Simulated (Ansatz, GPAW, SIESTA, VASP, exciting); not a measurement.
## One calculation of ZnS, 6 ways

```
Zn S
1.0
     0.00000    2.70200    2.70200
     2.70200    0.00000    2.70200
     2.70200    2.70200    0.00000
Zn S
1 1
Direct
  0.75000 0.75000 0.75000
  0.00000 0.00000 0.00000
```

Alike in all runs: task band structure; functional PBE; k mesh 9 × 9 × 9; occupations fermi-dirac, width 0.05 eV; no spin polarisation; no spin-orbit coupling. Pressure is positive in compression and, in plane waves, holds the error of the finite cutoff, which Ansatz's Pulay term estimates and takes out. Gaps are the smaller of the mesh's and the band path's.

```json
{"program and potentials": "SIESTA, files sg15-pbe-1.2, DZP (energy shift 0.003 Ry; two zetas on semicore shells)", "plane-wave cutoff (eV)": "-", "notes": "atomic basis; 13 valence electrons an atom on average", "band gap (eV)": "2.46", "pressure (GPa)": "2.93"}
{"program and potentials": "Ansatz, all-electron LAPW, scalar-relativistic", "plane-wave cutoff (eV)": "-", "notes": "-", "band gap (eV)": "2.11", "pressure (GPa)": "1.61"}
{"program and potentials": "exciting, all-electron LAPW+lo, shipped species files, valence relativity iora*", "plane-wave cutoff (eV)": "-", "notes": "-", "band gap (eV)": "2.11", "pressure (GPa)": "-"}
{"program and potentials": "VASP, PBE PAW files S, Zn, release 54, 500 eV", "plane-wave cutoff (eV)": "500", "notes": "9 valence electrons an atom on average", "band gap (eV)": "2.11", "pressure (GPa)": "1.77"}
{"program and potentials": "GPAW, GPAW PAW data sets (gpaw-data 1.2.1)", "plane-wave cutoff (eV)": "600", "notes": "9 valence electrons an atom on average", "band gap (eV)": "2.10", "pressure (GPa)": "1.62"}
{"program and potentials": "Ansatz, SPMS NC", "plane-wave cutoff (eV)": "816", "notes": "13 valence electrons an atom on average; Pulay term of +0.03 GPa included", "band gap (eV)": "2.11", "pressure (GPa)": "1.81"}
```

The band gap spans 2.10 (GPAW, GPAW PAW data sets (gpaw-data 1.2.1)) to 2.46 eV (SIESTA, files sg15-pbe-1.2, DZP (energy shift 0.003 Ry; two zetas on semicore shells)), with all-electron results at 2.11. The pressure spans 1.61 (Ansatz, all-electron LAPW, scalar-relativistic) to 2.93 GPa (SIESTA, files sg15-pbe-1.2, DZP (energy shift 0.003 Ry; two zetas on semicore shells)), with all-electron results at 1.61. The band gap of SIESTA, files sg15-pbe-1.2, DZP (energy shift 0.003 Ry; two zetas on semicore shells) lies far from the others; the cause wasn't traced. Rows in atomic bases carry the error of their basis and grid, which can be large.

Differences between rows come from potentials, basis sets and numerical settings, since the functional is the same but for its coding. Runs on potential files found faulty are left out.
